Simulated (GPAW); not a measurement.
# ZnS in GPAW: a series of runs

The runs below take ZnS through single point, with RPBE.

Program: GPAW 26.7.0. These are calculated values, not measurements. Logs are shortened: lines on timing, memory, paths and dates and some standing lists are left out, and cuts for length are marked. The log counts tension as positive stress, the text compression.

## 1. The cell of the first run

The cell holds a slab with vacuum, 2 atoms: a = 3.811 Å, b = 3.811 Å, c = 15.717 Å, α = 90.00°, β = 90.00°, γ = 120.00°.

## 2. Single point, RPBE (the (0 0 1) slab of ZnS, cut from the database cell, not relaxed)

File run.py:

```python
import numpy as np
from ase.dft.bandgap import bandgap
from ase.io import read, write
from gpaw import GPAW, PW

atoms = read('POSCAR')
atoms.pbc = (True, True, False)

calc = GPAW(mode=PW(450),
            xc='RPBE',
            kpts={'size': (8, 8, 1), 'gamma': True},
            occupations={'name': 'fermi-dirac', 'width': 0.05},
            nbands=18,
            convergence={'density': 1e-05, 'energy': 1e-05},
            maxiter=150,
            poissonsolver={'dipolelayer': 'xy'},
            txt='gpaw.txt')
atoms.calc = calc
energy = atoms.get_potential_energy()
forces = atoms.get_forces()
calc.write('gs.gpw')
write('result.traj', atoms)
print(f'Energy: {energy:.6f} eV')
print('Forces (eV/A):')
print(forces.round(4))
print('Fermi level:', round(calc.get_fermi_level(), 4), 'eV')
print(f'Gap: {bandgap(calc)[0]:.4f} eV, direct: {bandgap(calc, direct=True)[0]:.4f} eV')

v = calc.get_electrostatic_potential().mean(axis=(0, 1))
z = np.arange(len(v)) * atoms.cell[2, 2] / len(v)
ef = calc.get_fermi_level()
np.savetxt('planar.dat', np.c_[z, v], fmt='%.4f')
below, above = np.interp([1.5, atoms.cell[2, 2] - 1.5], z, v) - ef
print(f'Work functions: bottom {below:.4f} eV, top {above:.4f} eV')
print('Dipole moment:', *calc.get_dipole_moment().round(5), 'e A')
```

File POSCAR:

```
ZnS
1.0
    3.8109987816      0.0000000000      0.0000000000
   -1.9054993908      3.3004217586      0.0000000000
    0.0000000000      0.0000000000     15.7169100000
S Zn
1 1
Direct
    0.3333333333      0.6666666666      0.4771930360
    0.6666666667      0.3333333334      0.5228069640
```

Potentials or basis: the program's PAW data sets (release 1.2.1) made for this functional, pw.

Run with:

```console
$ OMP_NUM_THREADS=1 python run.py
```

gpaw.txt:

```text
__  _  _
 | _ |_)|_||  |
 |__||  | ||/\| - 26.7.0

Input parameters:
  mode=PW(ecut=450.00000000000006),
  convergence={'density': 1e-05, 'energy': 1e-05},
  kpts=MonkhorstPack(size=(8, 8, 1), gamma=True),
  maxiter=150,
  nbands=18,
  occupations=Occupations(name='fermi-dirac', width=0.05),
  poissonsolver=PoissonSolver(dipolelayer='xy'),
  xc=XC(name='RPBE')

Diagonalizing LCAO Hamiltonian
Converting LCAO to pw mode

            Zn
        S

Atoms  # Å, Bohr magnetons
|   | symbol |        x |        y |        z |    initial magnetic moments |
|---|--------|----------|----------|----------|-----------------------------|
| 0 |      S | 0.000000 | 2.200281 | 7.500000 | ( 0.0000,  0.0000,  0.0000) |
| 1 |     Zn | 1.905499 | 1.100141 | 8.216910 | ( 0.0000,  0.0000,  0.0000) |

Unit cell  # Å
| periodic |         x |        y |         z |   lengths |     angles |
|----------|-----------|----------|-----------|-----------|------------|
|      yes |  3.810999 | 0.000000 |  0.000000 |  3.810999 |  90.000000 |
|      yes | -1.905499 | 3.300422 |  0.000000 |  3.810999 |  90.000000 |
|       no |  0.000000 | 0.000000 | 15.716910 | 15.716910 | 120.000000 |

Number of symmetries: 6
Symmetry operations  # r_c * U_cc + t_c -> r_c
|   | kind |            matrix            |
|---|------|------------------------------|
| 0 |  σ   |  1, 1, 0,  0,-1, 0,  0, 0, 1 |
| 1 |  E   |  1, 0, 0,  0, 1, 0,  0, 0, 1 |
| 2 |  C3  |  0, 1, 0, -1,-1, 0,  0, 0, 1 |
| 3 |  σ   |  0,-1, 0, -1, 0, 0,  0, 0, 1 |
| 4 |  σ   | -1, 0, 0,  1, 1, 0,  0, 0, 1 |
| 5 |  C3  | -1,-1, 0,  1, 0, 0,  0, 0, 1 |

BZ-sampling:
  Number of BZ points: 64
  Number of IBZ points: 10

  Monkhorst-Pack size: [8, 8, 1]
  Monkhorst-Pack shift: [0.0625, 0.0625, 0.0]

K-points  # in reciprocal-cell coordinates
|   |                                coordinates |     weight |
|---|--------------------------------------------|------------|
| 0 | (  0.00000000,   0.00000000,   0.00000000) | 0.01562500 |
| 1 | (  0.12500000,   0.00000000,   0.00000000) | 0.09375000 |
| 2 | (  0.25000000,  -0.12500000,   0.00000000) | 0.09375000 |
| 3 | (  0.25000000,   0.00000000,   0.00000000) | 0.09375000 |
| 4 | (  0.37500000,  -0.12500000,   0.00000000) | 0.18750000 |
| 5 | (  0.37500000,   0.00000000,   0.00000000) | 0.09375000 |
| 6 | (  0.37500000,   0.37500000,   0.00000000) | 0.09375000 |
| 7 | (  0.50000000,   0.25000000,   0.00000000) | 0.09375000 |
| 8 | (  0.50000000,   0.37500000,   0.00000000) | 0.18750000 |
| 9 | (  0.50000000,   0.50000000,   0.00000000) | 0.04687500 |

Plane wave coefficients: 4387
Cutoff: 450.00000000000006 eV

Spin-components: 1 (collinear spins)
Bands:           18
Projectors:      11
Spin-degeneracy: 2
Datatype:        complex128

Parallelization:
  kpt:    1
  domain: 1
  band:   1

Density:
  Valence electrons: 18.0
  Components: 1
  Grid points: [20 20 80]
  Charge: 0.0  # |e|

Potential:
  Grid points: [20 20 80]

species:
  S:
    name:    Sulfur
    Z:       16.0
    valence: 6
    core:    10
    charge:  0.0  # [|e|]
    compensation charges:
      type: gauss
      rc: 0.24  # [Å]
      lmax: 2
    cutoffs:
      filter: 1.77  # [Å]
      core: 1.66  # [Å]
    projectors
    | kind |    occ | energy [eV] | rcut [Å] |
    |------|--------|-------------|----------|
    |   3s |  2.000 |     -17.247 |    0.974 |
    |   3p |  4.000 |      -6.991 |    0.979 |
    |    s |        |       9.964 |    0.974 |
    |    p |        |      20.220 |    0.979 |
    |    d |        |       0.000 |    0.900 |

    Using partial waves for S as LCAO basis

  Zn:
    name:    Zinc
    Z:       30.0
    valence: 12
    core:    18
    charge:  0.0  # [|e|]
    compensation charges:
      type: gauss
      rc: 0.37  # [Å]
      lmax: 2
    cutoffs:
      filter: 2.14  # [Å]
      core: 2.28  # [Å]
    projectors
    | kind |    occ | energy [eV] | rcut [Å] |
    |------|--------|-------------|----------|
    |   4s |  2.000 |      -5.882 |    1.286 |
    |   4p |  0.000 |      -1.115 |    1.270 |
    |   3d | 10.000 |     -10.078 |    1.180 |
    |    s |        |      21.329 |    1.286 |
    |    p |        |      26.096 |    1.270 |
    |    d |        |      17.133 |    1.180 |

    Using partial waves for Zn as LCAO basis

Reference energy: -59728.508013  # eV

eigensolver:
  PPCG
  Converge bands: occupied
  niter=2

density mixing:
  MSR1-Mixer
  Pratt-step length: 0.05
  Maximum mixing coefficient: 0.75
  Old densities: 10
  SVD Regularization: 0.005
  Good broyden scale: 1.0
  Trust region scale: 1.0
  Backstep threshold: 4.0
  History deletion threshold: 6.0
  Fourier metric: weight=20.0, sigma=0.015

occupation numbers:
  Fermi-Dirac:
    width: 0.0500  # eV

<gpaw.new.pw.poisson.DipoleLayerPWPoissonSolver object>
xc functional:
  name: RPBE with 2 nearest neighbor stencil

convergence criteria:
- Maximum integral of absolute [dens]ity change: 1e-05 electrons / valence electron
- Maximum [total energy] change in last 3 cyles: 1e-05 eV / valence electron
- Maximum integral of absolute [eigenst]ate change: 4e-08 eV^2 / valence electron
maximum number of iterations: 150

SCF iterations
|iter     | |      energy | eigst |  dens |
|---------|-|-------------|-------|-------|
|iter:   1| |   -6.326898 | +0.05 |       |
|iter:   2| |   -6.128629 | -1.02 | -1.09 |
|iter:   3| |   -5.644736 | -1.18 | -1.15 |
|iter:   4| |   -5.648885 | -1.83 | -1.65 |
|iter:   5| |   -5.651291 | -2.81 | -1.95 |
|iter:   6| |   -5.649983 | -3.32 | -2.39 |
|iter:   7| |   -5.650030 | -4.47 | -3.23 |
|iter:   8| |   -5.650058c| -4.94 | -3.51 |
|iter:   9| |   -5.650059c| -5.94 | -4.07 |
|iter:  10| |   -5.650060c| -6.41 | -4.67 |
|iter:  11| |   -5.650060c| -7.94c| -5.25c|

Converged in 11 steps
Energy contributions relative to reference atoms: (reference = -59728.508013)

Energy contributions:
  Kinetic:           7.546290
  Coulomb:          -6.688246
  Zero:              0.040509
  External:          0.000000
  Xc:               -6.548612
  Entropy:          -0.000000
  Spinorbit:         0.000000
  ----------------------------
  Free energy:      -5.650060
  Extrapolated:     -5.650060

dipole moment: (0.485684, -0.280410, 0.148932)  # |e|*Ang

Fermi level: -2.444
Eigenvalues  # (at kpt = [0.000, 0.000, 0.000])
| band index |      eig [eV] | occ [0-2] |
|------------|---------------|-----------|
|          0 |       -15.622 |     2.000 |
|          1 |        -9.676 |     2.000 |
|          2 |        -9.676 |     2.000 |
|          3 |        -9.385 |     2.000 |
|          4 |        -9.296 |     2.000 |
|          5 |        -9.296 |     2.000 |
[... 10 lines left out ...]
|         16 |         4.571 |     0.000 |
|         17 |         6.157 |     0.000 |

Gap: 2.185 eV
Transition (v -> c):
  (s=0, k=0, n=8, [0.00, 0.00, 0.00]) -> (s=0, k=0, n=9, [0.00, 0.00, 0.00])
No difference between direct/indirect transitions
vacuum-level: 1.791  # V
Workfunctions: 3.163, 5.306 eV (top, bottom)

Forces  # eV/Ang
|       x |       y |        z |
|---------|---------|----------|
| 0.00000 | 0.00000 |  1.00186 |  # S    0
| 0.00000 | 0.00000 | -1.00152 |  # Zn   1

# Writing to gs.gpw (mode='')
```

Run time: 14 s. Hardware: 1 thread of Arm Neoverse V1, shared host; peak memory 0.18 GiB.

What came out:

```
Free energy                            : -5.6501 eV
Largest force                          : 1.002 eV/Å
Band gap on the k mesh                 : 2.18 eV, direct
Dipole across the slab                 : 0.15 e·Å
Ionisation potential of the upper face : 4.21 eV
Electron affinity of the upper face    : 2.02 eV
Work function of the upper face        : 3.16 eV
Work function of the lower face        : 5.31 eV
```

Forces in eV/Å, atoms in the order of the input:
```
S    0.000  0.000  1.002
Zn   0.000  0.000 -1.002
```

Levels at points of the mesh, in eV from the valence-band top:
| k point | band 7 | band 8 | band 9 | band 10 | band 11 | band 12 |
| --- | --- | --- | --- | --- | --- | --- |
| (0.00, 0.00, 0.00) | -2.35 | 0.00 | 0.00 | 2.18 | 3.92 | 5.09 |
| (0.50, 0.50, 0.00) | -4.28 | -1.22 | -1.00 | 2.91 | 4.66 | 6.54 |

Caveat: the Fermi level lies in a gap.

## 3. Single point, RPBE (the (0 0 1) slab of ZnS, cut from the database cell, not relaxed)

run.py: that of step 2 with these lines changed.

```diff
@@ -12,3 +12,3 @@
             occupations={'name': 'fermi-dirac', 'width': 0.05},
-            nbands=18,
+            nbands=31,
             convergence={'density': 1e-05, 'energy': 1e-05},
```

File POSCAR:

```
ZnS
1.0
    3.8109987816      0.0000000000      0.0000000000
   -1.9054993908      3.3004217586      0.0000000000
    0.0000000000      0.0000000000     18.8339100000
S Zn S Zn
1 1 1 1
Direct
    0.3333333333      0.6666666666      0.3982178953
    0.6666666667      0.3333333334      0.4362827474
    0.6666666667      0.3333333334      0.5637172526
    0.3333333333      0.6666666666      0.6017821047
```

Potentials or basis: the program's PAW data sets (release 1.2.1) made for this functional, pw.

Run with:

```console
$ OMP_NUM_THREADS=1 python run.py
```

gpaw.txt:

```text
__  _  _
 | _ |_)|_||  |
 |__||  | ||/\| - 26.7.0

Input parameters:
  mode=PW(ecut=450.00000000000006),
  convergence={'density': 1e-05, 'energy': 1e-05},
  kpts=MonkhorstPack(size=(8, 8, 1), gamma=True),
  maxiter=150,
  nbands=31,
  occupations=Occupations(name='fermi-dirac', width=0.05),
  poissonsolver=PoissonSolver(dipolelayer='xy'),
  xc=XC(name='RPBE')

Diagonalizing LCAO Hamiltonian
Converting LCAO to pw mode

        Zn
            S

            Zn
        S

Atoms  # Å, Bohr magnetons
|   | symbol |        x |        y |         z |    initial magnetic moments |
|---|--------|----------|----------|-----------|-----------------------------|
| 0 |      S | 0.000000 | 2.200281 |  7.500000 | ( 0.0000,  0.0000,  0.0000) |
| 1 |     Zn | 1.905499 | 1.100141 |  8.216910 | ( 0.0000,  0.0000,  0.0000) |
| 2 |      S | 1.905499 | 1.100141 | 10.617000 | ( 0.0000,  0.0000,  0.0000) |
| 3 |     Zn | 0.000000 | 2.200281 | 11.333910 | ( 0.0000,  0.0000,  0.0000) |

Unit cell  # Å
| periodic |         x |        y |         z |   lengths |     angles |
|----------|-----------|----------|-----------|-----------|------------|
|      yes |  3.810999 | 0.000000 |  0.000000 |  3.810999 |  90.000000 |
|      yes | -1.905499 | 3.300422 |  0.000000 |  3.810999 |  90.000000 |
|       no |  0.000000 | 0.000000 | 18.833910 | 18.833910 | 120.000000 |

Number of symmetries: 6
Symmetry operations  # r_c * U_cc + t_c -> r_c
|   | kind |            matrix            |
|---|------|------------------------------|
| 0 |  σ   |  1, 1, 0,  0,-1, 0,  0, 0, 1 |
| 1 |  E   |  1, 0, 0,  0, 1, 0,  0, 0, 1 |
| 2 |  C3  |  0, 1, 0, -1,-1, 0,  0, 0, 1 |
| 3 |  σ   |  0,-1, 0, -1, 0, 0,  0, 0, 1 |
| 4 |  σ   | -1, 0, 0,  1, 1, 0,  0, 0, 1 |
| 5 |  C3  | -1,-1, 0,  1, 0, 0,  0, 0, 1 |

BZ-sampling:
  Number of BZ points: 64
  Number of IBZ points: 10

  Monkhorst-Pack size: [8, 8, 1]
  Monkhorst-Pack shift: [0.0625, 0.0625, 0.0]

K-points  # in reciprocal-cell coordinates
|   |                                coordinates |     weight |
|---|--------------------------------------------|------------|
| 0 | (  0.00000000,   0.00000000,   0.00000000) | 0.01562500 |
| 1 | (  0.12500000,   0.00000000,   0.00000000) | 0.09375000 |
| 2 | (  0.25000000,  -0.12500000,   0.00000000) | 0.09375000 |
| 3 | (  0.25000000,   0.00000000,   0.00000000) | 0.09375000 |
| 4 | (  0.37500000,  -0.12500000,   0.00000000) | 0.18750000 |
| 5 | (  0.37500000,   0.00000000,   0.00000000) | 0.09375000 |
| 6 | (  0.37500000,   0.37500000,   0.00000000) | 0.09375000 |
| 7 | (  0.50000000,   0.25000000,   0.00000000) | 0.09375000 |
| 8 | (  0.50000000,   0.37500000,   0.00000000) | 0.18750000 |
| 9 | (  0.50000000,   0.50000000,   0.00000000) | 0.04687500 |

Plane wave coefficients: 5225
Cutoff: 450.00000000000006 eV

Spin-components: 1 (collinear spins)
Bands:           31
Projectors:      22
Spin-degeneracy: 2
Datatype:        complex128

Parallelization:
  kpt:    1
  domain: 1
  band:   1

Density:
  Valence electrons: 36.0
  Components: 1
  Grid points: [20 20 96]
  Charge: 0.0  # |e|

Potential:
  Grid points: [20 20 96]

species:
  S:
    name:    Sulfur
    Z:       16.0
    valence: 6
    core:    10
    charge:  0.0  # [|e|]
    compensation charges:
      type: gauss
      rc: 0.24  # [Å]
      lmax: 2
    cutoffs:
      filter: 1.77  # [Å]
      core: 1.66  # [Å]
    projectors
    | kind |    occ | energy [eV] | rcut [Å] |
    |------|--------|-------------|----------|
    |   3s |  2.000 |     -17.247 |    0.974 |
    |   3p |  4.000 |      -6.991 |    0.979 |
    |    s |        |       9.964 |    0.974 |
    |    p |        |      20.220 |    0.979 |
    |    d |        |       0.000 |    0.900 |

    Using partial waves for S as LCAO basis

  Zn:
    name:    Zinc
    Z:       30.0
    valence: 12
    core:    18
    charge:  0.0  # [|e|]
    compensation charges:
      type: gauss
      rc: 0.37  # [Å]
      lmax: 2
    cutoffs:
      filter: 2.14  # [Å]
      core: 2.28  # [Å]
    projectors
    | kind |    occ | energy [eV] | rcut [Å] |
    |------|--------|-------------|----------|
    |   4s |  2.000 |      -5.882 |    1.286 |
    |   4p |  0.000 |      -1.115 |    1.270 |
    |   3d | 10.000 |     -10.078 |    1.180 |
    |    s |        |      21.329 |    1.286 |
    |    p |        |      26.096 |    1.270 |
    |    d |        |      17.133 |    1.180 |

    Using partial waves for Zn as LCAO basis

Reference energy: -119457.016026  # eV

eigensolver:
  PPCG
  Converge bands: occupied
  niter=2

density mixing:
  MSR1-Mixer
  Pratt-step length: 0.05
  Maximum mixing coefficient: 0.75
  Old densities: 10
  SVD Regularization: 0.005
  Good broyden scale: 1.0
  Trust region scale: 1.0
  Backstep threshold: 4.0
  History deletion threshold: 6.0
  Fourier metric: weight=20.0, sigma=0.015

occupation numbers:
  Fermi-Dirac:
    width: 0.0500  # eV

<gpaw.new.pw.poisson.DipoleLayerPWPoissonSolver object>
xc functional:
  name: RPBE with 2 nearest neighbor stencil

convergence criteria:
- Maximum integral of absolute [dens]ity change: 1e-05 electrons / valence electron
- Maximum [total energy] change in last 3 cyles: 1e-05 eV / valence electron
- Maximum integral of absolute [eigenst]ate change: 4e-08 eV^2 / valence electron
maximum number of iterations: 150

SCF iterations
|iter     | |      energy | eigst |  dens |
|---------|-|-------------|-------|-------|
|iter:   1| |  -12.752297 | +0.10 |       |
|iter:   2| |  -12.155467 | -1.04 | -1.12 |
|iter:   3| |  -11.154178 | -1.20 | -1.18 |
|iter:   4| |  -11.598079 | -1.43 | -1.64 |
|iter:   5| |  -11.149895 | -2.08 | -1.56 |
|iter:   6| |  -11.155279 | -2.41 | -2.04 |
|iter:   7| |  -11.145398 | -2.91 | -2.20 |
|iter:   8| |  -11.144663 | -4.37 | -2.84 |
|iter:   9| |  -11.143840 | -3.96 | -3.07 |
|iter:  10| |  -11.144027 | -4.96 | -3.28 |
|iter:  11| |  -11.143990c| -6.34 | -3.95 |
|iter:  12| |  -11.143986c| -6.74 | -4.52 |
|iter:  13| |  -11.144002c| -7.58c| -4.63 |
|iter:  14| |  -11.143999c| -8.32c| -5.17c|

Converged in 14 steps
Energy contributions relative to reference atoms: (reference = -119457.016026)

Energy contributions:
  Kinetic:          18.937396
  Coulomb:         -15.866155
  Zero:              0.067825
  External:          0.000000
  Xc:              -14.281531
  Entropy:          -0.003070
  Spinorbit:         0.000000
  ----------------------------
  Free energy:     -11.145534
  Extrapolated:    -11.143999

dipole moment: (-0.011610, 0.006703, 0.296740)  # |e|*Ang

Fermi level: -1.156
Eigenvalues  # (at kpt = [0.000, 0.000, 0.000])
| band index |      eig [eV] | occ [0-2] |
|------------|---------------|-----------|
|          0 |       -16.152 |     2.000 |
|        ... |               |           |
|         10 |        -7.246 |     2.000 |
|         11 |        -7.246 |     2.000 |
|         12 |        -6.469 |     2.000 |
|         13 |        -3.871 |     2.000 |
|         14 |        -3.871 |     2.000 |
|         15 |        -3.078 |     2.000 |
[... 8 lines left out ...]
|         24 |         3.472 |     0.000 |
|         25 |         4.773 |     0.000 |
|        ... |               |           |
|         30 |         7.307 |     0.000 |

Gap: 0.175 eV
Transition (v -> c):
  (s=0, k=0, n=17, [0.00, 0.00, 0.00]) -> (s=0, k=0, n=18, [0.00, 0.00, 0.00])
No difference between direct/indirect transitions
vacuum-level: 3.087  # V
Workfunctions: 2.109, 6.378 eV (top, bottom)

Forces  # eV/Ang
|        x |       y |        z |
|----------|---------|----------|
|  0.00000 | 0.00000 |  0.42682 |  # S    0
|  0.00000 | 0.00000 | -1.27467 |  # Zn   1
|  0.00000 | 0.00000 |  1.59683 |  # S    2
| -0.00000 | 0.00000 | -0.74822 |  # Zn   3

# Writing to gs.gpw (mode='')
```

Run time: 39 s. Hardware: 1 thread of Arm Neoverse V1, shared host; peak memory 0.21 GiB.

What came out:

| Item | Value |
| --- | --- |
| Free energy | -11.1455 eV |
| Largest force | 1.597 eV/Å |
| Band gap on the k mesh | 0.18 eV, direct |
| Dipole across the slab | 0.30 e·Å |
| Ionisation potential of the upper face | 2.20 eV |
| Electron affinity of the upper face | 2.03 eV |
| Work function of the upper face | 2.11 eV |
| Work function of the lower face | 6.38 eV |

Forces in eV/Å, atoms in the order of the input:
```
S    0.000  0.000  0.427
Zn   0.000  0.000 -1.275
S    0.000  0.000  1.597
Zn   0.000  0.000 -0.748
```

Caveat: the Fermi level lies in a gap.
